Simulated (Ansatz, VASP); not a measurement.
**One calculation of C, two programs**

INCAR

```
ALGO = Fast ; EDIFF = 1E-6
ENCUT = 520 ; GGA = PE
ISIF = 2 ; ISMEAR = 0
LASPH = True ; LCHARG = False
LREAL = False ; LWAVE = False
NELM = 60 ; PREC = Accurate
SIGMA = 0.013000000000000001
```

The input KPOINTS:

```
k-points
0
Gamma
  13 13 13
```

The input POSCAR:

```
C
1.0
    0.0000000000      1.7833700000      1.7833700000
    1.7833700000      0.0000000000      1.7833700000
    1.7833700000      1.7833700000      0.0000000000
C
2
Direct
    0.7500000000      0.7500000000      0.7500000000
    0.5000000000      0.5000000000      0.5000000000
```

Contents of input.yaml:

```yaml
crystal:
  lattice:
    - [0.0, 1.78337, 1.78337]
    - [1.78337, 0.0, 1.78337]
    - [1.78337, 1.78337, 0.0]
  atoms:
    - { symbol: C, position: [0.75, 0.75, 0.75] }
    - { symbol: C, position: [0.5, 0.5, 0.5] }
hamiltonian:
  xc: pbe
  pseudopotentials: { kind: paw }
kpoints:
  mp_grid: { grid: [13, 13, 13] }
scf:
  occupations: { method: gaussian, width: 0.013 }
output:
  forces: true
  stress: true
  eigenvalues: true
```

This isn't the form of C at room conditions, which is graphite.

Alike in both runs: task single point; functional PBE; k mesh 13 × 13 × 13; occupations gaussian, width 0.013 eV; no spin polarisation.

```csv
,VASP,Ansatz
version,VASP 6.6.1,Ansatz 0.2.0
potentials or method,"VASP PAW PBE potentials, release 64 (C)",Ansatz PAW
plane-wave cutoff (eV),520,420
valence electrons in the cell,8,8
```

```tsv
	VASP	Ansatz	Ansatz less VASP
gap on the k mesh at the Fermi level (eV)	4.14	4.15	+0.008
least direct gap on the mesh (eV)	5.59	5.59	+0.004
pressure (GPa)	2.5	1.8	-0.68
```

With one functional, cell and mesh, what is left measures potentials, basis and numerics.

Caveats: an odd mesh through Γ misses points on the zone boundary, where band edges often lie (VASP); odd divisions of the mesh miss points on the zone boundary, where band edges often lie, so the gap on the mesh can be too wide (Ansatz); the pressure holds a Pulay correction of +1.0 GPa for the finite cutoff (Ansatz).
